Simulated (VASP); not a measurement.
Runs of VASP 6.6.1 on AlP. Symmetry: F-43m, No. 216, cubic system. Conventional cell: a = 5.451 Å, b = 5.451 Å, c = 5.451 Å, α = 90.00°, β = 90.00°, γ = 90.00°. Around Al (site symmetry -43m) lie 4 P at 2.36 Å. P (site symmetry -43m) has 4 Al at 2.36 Å as nearest neighbours. 

| level | potentials or basis | k mesh | cutoff (eV) | grid for exact exchange (PRECFOCK) | screening parameter | mesh quality | gap on the mesh (eV) | pressure (GPa) |
| --- | --- | --- | --- | --- | --- | --- | --- | --- |
| HSE06 | VASP PAW PBE potentials, release 64 (Al, P) | 5 × 5 × 5 | 520 | Fast | 0.2 1/A | not flagged | (b) | 1.1 |
| LDA | VASP PAW LDA potentials, release 64 (Al, P) | 4 × 4 × 4 | 300 | - | - | coarse | 1.40 | -0.5 |
| LDA | VASP PAW LDA potentials, release 64 (Al, P) | 7 × 7 × 7 | 520 | - | - | not flagged | 1.56 | -0.8 |
| PBEsol | VASP PAW PBE potentials, release 64 (Al, P) | 7 × 7 × 7 | 520 | - | - | not flagged | 1.56 | (a) |

Alike in all rows: task single point; no spin polarisation; cell as given; smearing fermi-dirac 0.02 eV.

Question: Fill in the values left out.

Answer: (a) 1.0; (b) 2.55.

Caveats: some runs use coarse meshes; an odd mesh through Γ misses points on the zone boundary, where band edges often lie (some runs); the PAW data sets were made with another functional, which shifts forces and pressure a little (some runs); the cutoff is under 1.25 times the usual one of these potentials, so pressure, stress and relaxed cells hold a basis-set (Pulay) error (some runs).
